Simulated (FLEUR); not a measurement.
# CdTe (F-43m) in FLEUR: a series of runs

The runs below take CdTe through equation of state, with PBEsol.

Program: FLEUR MaX-R8.1 (later development tree). These are calculated values, not measurements. Logs are shortened: lines on timing, memory, paths and dates and some standing lists are left out, and cuts for length are marked.

**Measured values to compare with.**

From “Multiscale insight into the Cd1-xZnxTe vibrational-mechanical properties -- High-pressure experiments and ab initio calculations”, 2023, arxiv:2306.14539, for a powder of CdTe: bulk modulus 42 ± 2 GPa.

How close the calculation comes is told below.

### 1 The crystal as given

It takes space group F-43m (No. 216, cubic). The conventional cell has a = 6.410 Å, b = 6.410 Å, c = 6.410 Å, α = 90.00°, β = 90.00°, γ = 90.00°. Around Te (site symmetry -43m) lie 4 Cd at 2.78 Å. Around Cd (site symmetry -43m) lie 4 Te at 2.78 Å.

### 2 Equation of state, PBEsol, 30.95 Å³/atom (volume scaled by 0.94)

Contents of inp.xml:

```xml
<?xml version="1.0" encoding="UTF-8" standalone="no"?>
<fleurInput fleurInputVersion="0.39">
   <comment>
      CdTe                                                                                                
   </comment>
   <calculationSetup>
      <cutoffs Kmax="4.39" Gmax="13.6" GmaxXC="13.6" numbands="0"/>
      <scfLoop itmax="60" minDistance="0.00001" maxIterBroyd="15" imix="Anderson" alpha="0.05" precondParam="0.0" spinf="2.0" sdNocoIR="T"/>
      <coreElectrons ctail="T" frcor="F" kcrel="0" coretail_lmax="0"/>
      <xcFunctional name="PBEs" relativisticCorrections="F"/>
      <magnetism jspins="1"/>
      <soc l_soc="F" theta="0.0" phi="0.0" spav="F"/>
      <expertModes spex="0" secvar="F"/>
      <geometryOptimization l_f="F" forcealpha="1.0" forcemix="BFGS" epsdisp="0.00001" epsforce="0.00001"/>
      <ldaU l_linMix="F" mixParam="0.05" spinf="1.0"/>
   </calculationSetup>
   <cell>
      <bzIntegration valenceElectrons="42.0" mode="hist" fermiSmearingEnergy="0.00183747">
         <kPointListSelection listName="default-1"/>
         <!-- k-points included here -->
         <xi:include xmlns:xi="http://www.w3.org/2001/XInclude" href="kpts.xml"> </xi:include>
      </bzIntegration>
      <!-- symmetry operations included here -->
      <xi:include xmlns:xi="http://www.w3.org/2001/XInclude" href="sym.xml"> </xi:include>
      <bulkLattice scale="0.9795861087">
         <bravaisMatrix>
            <row-1>    0.0000000000000000     6.0565722293429998     6.0565722293429998</row-1>
            <row-2>    6.0565722293429998     0.0000000000000000     6.0565722293429998</row-2>
            <row-3>    6.0565722293429998     6.0565722293429998     0.0000000000000000</row-3>
         </bravaisMatrix>
      </bulkLattice>
   </cell>
   <atomSpecies>
      <species name="Tellurium (Te)" element="Te" atomicNumber="52">
         <mtSphere radius="2.23" gridPoints="761" logIncrement="0.017"/>
         <atomicCutoffs lmax="9" lnonsphr="9"/>
         <electronConfig flipSpins="F">
            <coreConfig>(1s1/2) (2s1/2) (2p1/2) (2p3/2) (3s1/2) (3p1/2) (3p3/2) (4s1/2) (3d3/2) (3d5/2)</coreConfig>
            <valenceConfig>(4p1/2) (4p3/2) (5s1/2) (4d3/2) (4d5/2) (5p1/2) (5p3/2)</valenceConfig>
            <stateOccupation state="(5p1/2)" spinUp="0.666667" spinDown="0.666667"/>
            <stateOccupation state="(5p3/2)" spinUp="1.333333" spinDown="1.333333"/>
         </electronConfig>
         <energyParameters s="5" p="5" d="5" f="4"/>
         <lo type="SCLO" l="1" n="4" eDeriv="0"/>
         <lo type="SCLO" l="1" n="4" eDeriv="1"/>
         <lo type="SCLO" l="2" n="4" eDeriv="0"/>
         <lo type="SCLO" l="2" n="4" eDeriv="1"/>
         <lo type="SCLO" l="0" n="5" eDeriv="2"/>
         <lo type="SCLO" l="3" n="4" eDeriv="2"/>
      </species>
      <species name="Cadmium (Cd)" element="Cd" atomicNumber="48">
         <mtSphere radius="2.48" gridPoints="847" logIncrement="0.015"/>
         <atomicCutoffs lmax="10" lnonsphr="10"/>
         <electronConfig flipSpins="F">
            <coreConfig>(1s1/2) (2s1/2) (2p1/2) (2p3/2) (3s1/2) (3p1/2) (3p3/2) (3d3/2) (3d5/2)</coreConfig>
            <valenceConfig>(4s1/2) (4p1/2) (4p3/2) (5s1/2) (4d3/2) (4d5/2)</valenceConfig>
         </electronConfig>
         <energyParameters s="5" p="5" d="4" f="4"/>
         <lo type="SCLO" l="0" n="4" eDeriv="0"/>
         <lo type="SCLO" l="1" n="4" eDeriv="0"/>
         <lo type="SCLO" l="1" n="4" eDeriv="1"/>
         <lo type="SCLO" l="2" n="4" eDeriv="2"/>
         <lo type="SCLO" l="3" n="4" eDeriv="2"/>
      </species>
   </atomSpecies>
   <atomGroups>
      <atomGroup species="Tellurium (Te)">
         <relPos label="                   1">-1.000/4.000 -1.000/4.000 -1.000/4.000</relPos>
         <force calculate="T" relaxXYZ="TTT"/>
      </atomGroup>
      <atomGroup species="Cadmium (Cd)">
         <relPos label="                   2">.0000000000 .0000000000 .0000000000</relPos>
         <force calculate="T" relaxXYZ="TTT"/>
      </atomGroup>
   </atomGroups>
   <output dos="F" band="F" slice="F">
      <checks vchk="F" cdinf="F"/>
      <bandDOS minEnergy="-.5*Htr" maxEnergy="0.5*Htr" sigma="0.015" storeEVData="T"/>
      <vacuumDOS vacdos="F" integ="F" star="F" nstars="0" locx1="0.0" locy1="0.0" locx2="0.0" locy2="0.0" nstm="0" tworkf="0.0"/>
      <unfoldingBand unfoldBand="F" supercellX="1" supercellY="1" supercellZ="1"/>
      <plotting iplot="0" polar="F">
         <plot TwoD="T" vec1="  1.0  0.0  0.0" vec2="  0.0  1.0  0.0" vec3="  0.0  0.0  1.0" zero="  0.0  0.0  0.0" file="plot"/>
      </plotting>
      <chargeDensitySlicing numkpt="0" minEigenval="0.0" maxEigenval="0.0" nnne="0" pallst="F"/>
      <specialOutput eonly="F"/>
      <moessbauerParams electricFieldGradient="T" isomerShift="T" coreHyperfine="T" valenceHyperfine="T"/>
      <magneticCircularDichroism mcd="F" energyLo="-10.0" energyUp="0.0"/>
   </output>
  <!-- We include the file relax.xml here to enable relaxations (see documentation) -->
  <xi:include xmlns:xi="http://www.w3.org/2001/XInclude" href="relax.xml"> <xi:fallback/> </xi:include>
</fleurInput>
```

Potentials or basis: all-electron, FLAPW.

Command:

```console
inpgen -f crystal.txt -profile fastHighL
# inp.xml edited to the form shown
fleur_MPI
```

Output:

```text
Welcome to FLEUR        (www.flapw.de)
      MaX-Release 8.1          (www.max-centre.eu)

 ========== k-point set info ==========
 Selected k-point list: default-1
 k-point list type: mesh
 7 x 7 x 7
 Number of k points: 20

 ------------Calculation Setup---------------------------
 Number of MPI-tasks      :            1
 Number of PE/node        :            1
 Number of OMP-threads    :            1
 Most efficient MPI parallelization for:
           1           2           4           5          10          20
 Additional eigenvalue parallelization possible
 Number of basis functions:          693
 Approximate size of matrices (H+S) per k-point:         0.014 GB
 --------------------------------------------------------
 Iteration:     1   Distance:       5.94185726 me/bohr^3
 Iteration:     2   Distance:       5.46356939 me/bohr^3
 Iteration:     3   Distance:       3.27958845 me/bohr^3
 Iteration:     4   Distance:       0.99520806 me/bohr^3
 Iteration:     5   Distance:       0.68125431 me/bohr^3
 Iteration:     6   Distance:       0.13212438 me/bohr^3
 Iteration:     7   Distance:       0.10176768 me/bohr^3
 Iteration:     8   Distance:       0.03660243 me/bohr^3
 Iteration:     9   Distance:       0.00725254 me/bohr^3
 Iteration:    10   Distance:       0.00381056 me/bohr^3
 Iteration:    11   Distance:       0.00031634 me/bohr^3
 Iteration:    12   Distance:       0.00030883 me/bohr^3
 Iteration:    13   Distance:       0.00001767 me/bohr^3
 Iteration:    14   Distance:       0.00000519 me/bohr^3

 ********************************************************************
 Run finished successfully
 Stop message:
   all done
 ********************************************************************
```

out.xml (last iteration):

```text
<iteration numberForCurrentRun="   14" overallNumber="   14">
         <energyParameters units="Htr">
            <atomicEP atomType="1" spin="1" branch="5s" branchLowest="-5.63" branchHighest="0.90" value="-0.2905245795"/>
            <atomicEP atomType="1" spin="1" branch="5p" branchLowest="-3.79" branchHighest="1.72" value="-0.0571874757"/>
            <atomicEP atomType="1" spin="1" branch="5d" branchLowest="-1.08" branchHighest="3.13" value="0.1428478567"/>
            <atomicEP atomType="1" spin="1" branch="4f" branchLowest="-9.99" branchHighest="1.75" value="0.2949560198"/>
            <loAtomicEP atomType="1" spin="1" branch="4p" branchLowest="-29.11" branchHighest="-3.79" value="-3.8129427790"/>
            <loAtomicEP atomType="1" spin="1" branch="4p" branchLowest="-29.11" branchHighest="-3.79" value="-3.8129427790"/>
            <loAtomicEP atomType="1" spin="1" branch="4d" branchLowest="-20.17" branchHighest="-1.08" value="-1.1335370486"/>
            <loAtomicEP atomType="1" spin="1" branch="4d" branchLowest="-20.17" branchHighest="-1.08" value="-1.1335370486"/>
            <loAtomicEP atomType="1" spin="1" branch="5s" branchLowest="-5.63" branchHighest="0.90" value="-0.2905245795"/>
            <loAtomicEP atomType="1" spin="1" branch="4f" branchLowest="-9.99" branchHighest="1.75" value="0.2949583907"/>
            <atomicEP atomType="2" spin="1" branch="5s" branchLowest="-3.56" branchHighest="1.27" value="0.0361440290"/>
            <atomicEP atomType="2" spin="1" branch="5p" branchLowest="-2.12" branchHighest="1.94" value="0.1945973703"/>
            <atomicEP atomType="2" spin="1" branch="4d" branchLowest="-14.13" branchHighest="0.00" value="-0.1026463853"/>
            <atomicEP atomType="2" spin="1" branch="4f" branchLowest="-9.99" branchHighest="2.12" value="0.5092710131"/>
            <loAtomicEP atomType="2" spin="1" branch="4s" branchLowest="-26.61" branchHighest="-3.56" value="-3.5622424763"/>
            <loAtomicEP atomType="2" spin="1" branch="4p" branchLowest="-21.74" branchHighest="-2.12" value="-2.1383943869"/>
            <loAtomicEP atomType="2" spin="1" branch="4p" branchLowest="-21.74" branchHighest="-2.12" value="-2.1383943869"/>
            <loAtomicEP atomType="2" spin="1" branch="4d" branchLowest="-14.13" branchHighest="0.00" value="-0.1109923580"/>
            <loAtomicEP atomType="2" spin="1" branch="4f" branchLowest="-9.99" branchHighest="2.12" value="0.5092734065"/>
         </energyParameters>
         <eigenvalues>
            <eigenvaluesAt spin="1" ikpt="1" k_x="0.00000000" k_y="0.00000000" k_z="0.00000000">
                      -3.8012840522       -3.8012840522       -3.8012840522       -3.5622383645       -2.1322433147
                      -2.1322433147       -2.1322433147       -1.1357236815       -1.1357236815       -1.1357236815
                      -1.1352584096       -1.1352584096       -0.2382614162       -0.1214281059       -0.1214281059
                      -0.1214281059       -0.1088272333       -0.1088272333        0.1958168255        0.1958168255
                       0.1958168255        0.2303838792        0.3605922505        0.3605922505        0.3605922505
                       0.4679816360        0.5502412251        0.5502412251        0.5613191920        0.5613191920
                       0.5613191920        0.6566692954        0.8987405905
            </eigenvaluesAt>
            <eigenvaluesAt spin="1" ikpt="2" k_x="0.00000000" k_y="0.00000000" k_z="0.14285714">
                      -3.8012830480       -3.8012830480       -3.8012829664       -3.5622383009       -2.1322441604
                      -2.1322432826       -2.1322432826       -1.1357178104       -1.1357103663       -1.1357103663
                      -1.1352449466       -1.1352449466       -0.2348015572       -0.1207373147       -0.1207373147
                      -0.1190786409       -0.1088909042       -0.1088909042        0.1380399591        0.1878979419
                       0.1878979419        0.2658171041        0.3636593923        0.3718004408        0.3718004408
                       0.5009451249        0.5119552732        0.5119552732        0.5484910802        0.6248108960
                       0.6248108960        0.7084527404        0.8531383812
[... 4 lines left out ...]
                      -1.1352419226       -1.1352419226       -0.2269332212       -0.1193555020       -0.1193555020
                      -0.1103981160       -0.1088237712       -0.1088237712        0.0681759077        0.1729791824
                       0.1729791824        0.2697939646        0.3848775165        0.3848775165        0.4109983757
[... 39 lines left out ...]
            <state n="2" l="1" j="0.5" energy="-134.2443693047" weight="1.0000000000"/>
            <state n="2" l="1" j="1.5" energy="-127.1771783516" weight="2.0000000000"/>
            <state n="3" l="0" j="0.5" energy="-26.6061547020" weight="1.0000000000"/>
            <state n="3" l="1" j="0.5" energy="-22.6146967570" weight="1.0000000000"/>
            <state n="3" l="1" j="1.5" energy="-21.3525270728" weight="2.0000000000"/>
            <state n="3" l="2" j="1.5" energy="-14.2831639028" weight="2.0000000000"/>
            <state n="3" l="2" j="2.5" energy="-14.0265668790" weight="3.0000000000"/>
         </coreStates>
         <allElectronCharges>
            <spinDependentCharge spin="1" total="100.0000000" interstitial="4.6624030" mtSpheres="95.3375970"/>
            <totalCharge value="99.9999999954"/>
         </allElectronCharges>
         <moessbauerParams unitsHFF="kG" unitsIS="e/bohr^3" unitsEFG="Htr/bohr^2">
            <coreIsomerShift atomType="1" isTotal="231852.36351">
               <shell n="1" l="0" isomerShift="201377.37689"/>
               <shell n="2" l="0" isomerShift="23972.97755"/>
               <shell n="2" l="1" isomerShift="631.57256"/>
               <shell n="3" l="0" isomerShift="4736.40799"/>
               <shell n="3" l="1" isomerShift="135.36095"/>
               <shell n="4" l="0" isomerShift="998.66755"/>
               <shell n="3" l="2" isomerShift="0.00003"/>
            </coreIsomerShift>
            <coreIsomerShift atomType="2" isTotal="161294.53868">
               <shell n="1" l="0" isomerShift="141438.29655"/>
               <shell n="2" l="0" isomerShift="16315.04759"/>
               <shell n="2" l="1" isomerShift="357.92455"/>
               <shell n="3" l="0" isomerShift="3109.92803"/>
               <shell n="3" l="1" isomerShift="73.34196"/>
               <shell n="3" l="2" isomerShift="0.00001"/>
            </coreIsomerShift>
            <isomerShift atomType="1" nucleusRadius="0.0001189" averageDensity="231966.85646"/>
            <isomerShift atomType="2" nucleusRadius="0.0001140" averageDensity="161924.75920"/>
            <electricFieldGradient atomType="1" VXX="0.00000" VYY="0.00000" VZZ="0.00000" asymParam="0.00000">
            </electricFieldGradient>
            <electricFieldGradient atomType="2" VXX="0.00000" VYY="0.00000" VZZ="0.00000" asymParam="0.00000">
            </electricFieldGradient>
         </moessbauerParams>
         <totalEnergy                                    value="   -12387.4161251948" units="Htr">
            <sumOfEigenvalues                            value="    -7484.9201061679">
               <coreElectrons value="-7429.9175542574"/>
               <valenceElectrons value="-55.0025519105"/>
            </sumOfEigenvalues>
            <densityCoulombPotentialIntegral value="-20104.4593893641"/>
            <densityEffectivePotentialIntegral value="-20532.3172376234"/>
            <chargeDenXCDenIntegral value="-325.4246652812"/>
            <FockExchangeEnergyValence value="0.0000000000"/>
            <FockExchangeEnergyCore value="0.0000000000"/>
            <atomTypeDependentContributions atomType="1">
               <electronNucleiInteractionDifferentMTs value="8225.9538003631"/>
               <MadelungTerm value="-36.9703981967"/>
            </atomTypeDependentContributions>
            <atomTypeDependentContributions atomType="2">
               <electronNucleiInteractionDifferentMTs value="6775.4713917292"/>
               <MadelungTerm value="-18.7633063979"/>
            </atomTypeDependentContributions>
            <tkbTimesEntropy value="0.0000000000"/>
            <freeEnergy value="-12387.4161251948"/>
            <extrapolationTo0K value="-12387.4161251948"/>
         </totalEnergy>
         <densityConvergence units="me/bohr^3">
            <chargeDensity spin="1" distance="0.0000051919"/>
         </densityConvergence>
      </iteration>
```

Run time: 51 s. Hardware: 1 thread of AMD EPYC 9R45 (Zen 5), shared host; peak memory 0.08 GiB.

Results:

```yaml
Free_energy: -337078.7648 eV
Band_gap_on_the_k_mesh: 0.94 eV, direct
Valence_electrons_inside_the_program's_atomic_spheres: Te 18.85; Cd 18.49 (radii Te 2.23, Cd 2.48 bohr)
```

Caveat: spin-orbit coupling is left out, which moves the levels of the heavy elements.

[end of part 1 of 2]
